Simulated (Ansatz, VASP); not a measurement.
**NaH in VASP and in Ansatz**

```
CELL_PARAMETERS angstrom
2.95512 0.00000 0.00000
0.00000 2.95512 0.00000
0.00000 0.00000 2.80737
ATOMIC_POSITIONS crystal
Na 0.00000 0.00000 0.00000
H 0.50000 0.50000 0.50000
```

Change from the starting cell: strain +0.000 along x and y, -0.050 along z, atoms carried along.

Alike in both runs: task single point; functional r2SCAN; k mesh 10 × 10 × 10; occupations gaussian, width 0.05 eV; no spin polarisation.

```csv
,VASP,Ansatz
version,VASP 6.6.1,Ansatz 0.2.0
potentials or method,"VASP PAW PBE potentials, release 64 (Na_pv, H)","scalar-relativistic, plane waves, PAW"
plane-wave cutoff (eV),520,500
valence electrons in the cell,8,10
```

Ansatz gave:

```
gap on the k mesh at the Fermi level (eV)       : 1.41
least direct gap on the mesh (eV)               : 5.20
pressure (GPa)                                  : 0.8
largest component of the traceless stress (GPa) : 4.28
```

**Question.** What did VASP give for the same quantities?

**Answer.** gap on the k mesh at the Fermi level (eV): 1.42; least direct gap on the mesh (eV): 5.20; pressure (GPa): 0.4; largest component of the traceless stress (GPa): 4.32.

The two sets of potentials don't hold the same shells in valence.

Caveats: the PAW data sets were made with another functional, which shifts forces and pressure a little (VASP). A k mesh can miss the band edges.
